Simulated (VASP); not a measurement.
# LuH3 (I4/mmm) in VASP: single point with r2SCAN+D3(BJ)

Aim: the single point of LuH3 with r2SCAN+D3(BJ).

Everything below comes from runs of VASP 6.6.1. Logs are shortened: lines on timing, memory, paths and dates and some standing lists are left out, and cuts for length are marked.

## 1. The structure

It takes space group I4/mmm (No. 139, tetragonal). The conventional cell has a = 3.348 Å, b = 3.348 Å, c = 5.564 Å, α = 90.00°, β = 90.00°, γ = 90.00°. Lu (site symmetry 4/mmm) has 12 H at 2.18 to 2.37 Å as nearest neighbours. H (site symmetry -4m2) is surrounded by 4 Lu at 2.18 Å and 8 H at 2.18 to 2.37 Å. H (site symmetry 4/mmm) has 8 H at 2.18 Å and 4 Lu at 2.37 Å as nearest neighbours.

Measurements of this composition are mostly on another form, of space group No. 165.

## 2. Single point, r2SCAN+D3(BJ)

The input, POSCAR:

```
LuH3
1.0
   -1.6740800000      1.6740800000      2.7822000000
    1.6740800000     -1.6740800000      2.7822000000
    1.6740800000      1.6740800000     -2.7822000000
Lu H
1 3
Direct
    0.0000000000      0.0000000000      0.0000000000
    0.7500000000      0.2500000000      0.5000000000
    0.2500000000      0.7500000000      0.5000000000
    0.5000000000      0.5000000000      0.0000000000
```

The input, INCAR.step1:

```
ALGO = Normal
EDIFF = 1E-4
ENCUT = 520
GGA = PE
ISMEAR = 1
LASPH = T
LCHARG = F
LREAL = F
LWAVE = T
NBANDS = 22
NELM = 100
PREC = Accurate
SIGMA = 0.3
```

The input, INCAR.step2:

```
ALGO = Normal
EDIFF = 1E-7
ENCUT = 520
ISIF = 2
ISMEAR = 1
ISTART = 1
IVDW = 12
LASPH = T
LCHARG = F
LMIXTAU = T
LREAL = F
LWAVE = F
METAGGA = R2SCAN
NBANDS = 22
NELM = 100
PREC = Accurate
SIGMA = 0.3
VDW_A1 = 0.49484001
VDW_A2 = 5.73083694
VDW_S6 = 1.0
VDW_S8 = 0.78981345
```

The input, KPOINTS:

```
k-points
0
Gamma
  8 8 8
```

Potentials or basis: VASP PAW PBE potentials, release 64 (Lu, H).

Run with:

```
cat potpaw_PBE.64/Lu/POTCAR potpaw_PBE.64/H/POTCAR > POTCAR
cp INCAR.step1 INCAR
mpirun -np 1 vasp_std > vasp.out
cp INCAR.step2 INCAR
mpirun -np 1 vasp_std > vasp.out
```

OUTCAR:

```text
EDIFF = 1E-7
   ENCUT = 520
   ISIF = 2
   ISMEAR = 1
   ISTART = 1
   IVDW = 12
   LASPH = T
   LREAL = F
   METAGGA = R2SCAN
   NELM = 100
   PREC = Accurate
 IVDW          = 12

 ion  position               nearest neighbor table
   1  0.000  0.000  0.000-   2 2.18   3 2.18   2 2.18   3 2.18   2 2.18   3 2.18   2 2.18   3 2.18

   2  0.750  0.250  0.500-   1 2.18   1 2.18   1 2.18   1 2.18
   3  0.250  0.750  0.500-   1 2.18   1 2.18   1 2.18   1 2.18
   4  0.500  0.500  0.000-

  LATTYP: Found a body centered tetragonal cell.
 ALAT       =     3.3481600000
 C/A-ratio  =     1.6619277454

  Lattice vectors:

 A1 = (  -1.6740800000,   1.6740800000,   2.7822000000)
 A2 = (   1.6740800000,  -1.6740800000,   2.7822000000)
 A3 = (   1.6740800000,   1.6740800000,  -2.7822000000)

Analysis of symmetry for initial positions (statically):
=====================================================================
 Subroutine PRICEL returns:
 Original cell was already a primitive cell.

 Routine SETGRP: Setting up the symmetry group for a
 body centered tetragonal supercell.

 Subroutine GETGRP returns: Found 16 space group operations
 (whereof 16 operations were pure point group operations)
 out of a pool of 16 trial point group operations.

The static configuration has the point symmetry D_4h.

Analysis of symmetry for dynamics (positions and initial velocities):
=====================================================================
 Subroutine PRICEL returns:
 Original cell was already a primitive cell.

 Routine SETGRP: Setting up the symmetry group for a
 body centered tetragonal supercell.

 Subroutine GETGRP returns: Found 16 space group operations
 (whereof 16 operations were pure point group operations)
 out of a pool of 16 trial point group operations.

The dynamic configuration has the point symmetry D_4h.

 Subroutine INISYM returns: Found 16 space group operations
 (whereof 16 operations are pure point group operations),
 and found     1 'primitive' translations

----------------------------------------------------------------------------------------

                                     Primitive cell
[... 90 lines left out ...]
   LNONCOLLINEAR =      F non collinear calculations
   LSORBIT =      F    spin-orbit coupling
   LASPH  =      T    aspherical Exc in radial PAW
   ENCUT  =  520.0 eV  38.22 Ry    6.18 a.u.   6.79  6.79  6.79*2*pi/ulx,y,z
   NELM   =    100;   NELMIN=  2; NELMDL=  0     # of ELM steps
   EDIFF  = 0.1E-06   stopping-criterion for ELM
   LREAL  =      F    real-space projection
   EDIFFG = 0.1E-05   stopping-criterion for IOM
   NSW    =      0    number of steps for IOM
   IBRION =     -1    ionic relax: 0-MD 1-quasi-New 2-CG
   NFREE  =      0    steps in history (QN), initial steepest desc. (CG)
   ISIF   =      2    stress and relaxation
   ISYM   =      2    0-nonsym 1-usesym 2-fastsym
   POTIM  = 0.5000    time-step for ionic-motion
   TEBEG  =    0.0;   TEEND  =   0.0 temperature during run
   PSTRESS=    0.0 pullay stress
   NELECT =      28.0000    total number of electrons
   NUPDOWN=      -1.0000    fix difference up-down
   EMIN   =  10.00;   EMAX   =-10.00  energy-range for DOS
   EFERMI =   0.00;   METHOD = LEGACY
   ISMEAR =     1;   SIGMA  =   0.30  broadening in eV -4-tet -1-fermi 0-gaus
   EFERMI_NEDOS =   21; number of points for ismear=-14 and -15
   IALGO  =     38    algorithm
   IMIX   =      4    mixing-type and parameters
     AMIX     =   0.40;   BMIX     =  1.00
     AMIX_MAG =   1.60;   BMIX_MAG =  1.00
  volume/ion in A,a.u.               =       7.80        52.62
  Fermi-wavevector in a.u.,A,eV,Ry     =   1.579285  2.984416 33.934862  2.494142
  Thomas-Fermi vector in A             =   2.679688
   LORBIT       =      0    0 simple, 1 ext, 2 COOP (PROOUT), +10 PAW based schemes
   METAGGA = R2SCAN    functional components
   LHFCALC =     F    Hartree Fock is set to
   AEXX    =    0.0000 exact exchange contribution
   IVDW    =    12    specifies the selected vdW correction
   LEPSILON=     F    determine dielectric tensor
   LRPA    =     F    only Hartree local field effects (RPA)
 non-spin polarized calculation
 Methfessel and Paxton  Order N= 1 SIGMA  =   0.30
  energy-cutoff  :      520.00
  volume of cell :       31.19
 maximum number of plane-waves:       856
   NGX = 13   NGY = 13   NGZ = 13

 number of electron      27.9999997 magnetization

 Free energy of the ion-electron system (eV)
  ---------------------------------------------------
  ext. energy  EPLUGINS =         0.00000000
  ---------------------------------------------------
  free energy    TOTEN  =       -50.71573712 eV

  energy without entropy =      -50.71674398  energy(sigma->0) =      -50.71607274

 E-fermi :   3.6477     XC(G=0): -12.4275

 val. band max:        3.5119217234   @ k =  -0.1250   0.1250   0.0000
 cond. band min:       3.7994694298   @ k =   0.5000   0.0000   0.0000
 fundamental gap:      0.2875477064
 Fermi energy:         3.6477418434

 k-point     1 :       0.0000    0.0000    0.0000
  band No.  band energies     occupation
      1     -54.8495      2.00000
      2     -24.7378      2.00000
      3     -24.6614      2.00000
      4     -24.6614      2.00000
      5      -7.7066      2.00000
      6      -2.3822      2.00000
[... 589 lines left out ...]
     21      14.3649      0.00000
     22      17.7495      0.00000

 [... further k-points ...]

------------------------ aborting loop because EDIFF is reached ----------------------------------------

 Edisp (eV)   -0.34593

 E8    (eV) :    -0.1137

  FORCE on cell =-STRESS in cart. coord.  units (eV):
  Direction    XX          YY          ZZ          XY          YZ          ZX
  --------------------------------------------------------------------------------------
  -------------------------------------------------------------------------------------
  Total      -0.21895    -0.21895    -0.19279     0.00000     0.00000     0.00000
  in kB     -11.24760   -11.24760    -9.90362     0.00000     0.00000     0.00000
  external pressure =      -10.80 kB  Pullay stress =        0.00 kB

 VOLUME and BASIS-vectors are now :
 -----------------------------------------------------------------------------
  energy-cutoff  :      520.00
  volume of cell :       31.19
      direct lattice vectors                 reciprocal lattice vectors
    -1.674080000  1.674080000  2.782200000     0.000000000  0.298671509  0.179713895
     1.674080000 -1.674080000  2.782200000     0.298671509  0.000000000  0.179713895
     1.674080000  1.674080000 -2.782200000     0.298671509  0.298671509  0.000000000

 POSITION                                       TOTAL-FORCE (eV/Angst)
 -----------------------------------------------------------------------------------
      0.00000      0.00000      0.00000         0.000000     -0.000000      0.000000
      0.00000      1.67408      1.39110        -0.000000     -0.000000      0.000000
      1.67408      0.00000      1.39110         0.000000      0.000000     -0.000000
      0.00000      0.00000      2.78220         0.000000     -0.000000      0.000000
 -----------------------------------------------------------------------------------
    total drift:                               -0.000000     -0.000000     -0.000000

  FREE ENERGIE OF THE ION-ELECTRON SYSTEM (eV)
  ---------------------------------------------------
  free  energy   TOTEN  =       -51.0616679842 eV

  energy  without entropy=      -51.0626748436  energy(sigma->0) =      -51.06200360
```

Wall time 2.1 min (1 thread of Intel Xeon Platinum 8375C at 2.90GHz (Ice Lake), shared host); peak memory 0.21 GiB.

Results:

- Free energy: -51.0617 eV
- Pressure: -1.1 GPa
- Band gap on the k mesh: 0.29 eV, indirect (least direct gap 0.59 eV)
- Dispersion energy per atom: -0.086 eV

Caveat: the PAW data sets were made with another functional, which shifts forces and pressure a little; spin-orbit coupling is left out, which moves the levels of the heavy elements. r2SCAN opens gaps a little over a GGA but as a rule still falls short of measured ones.
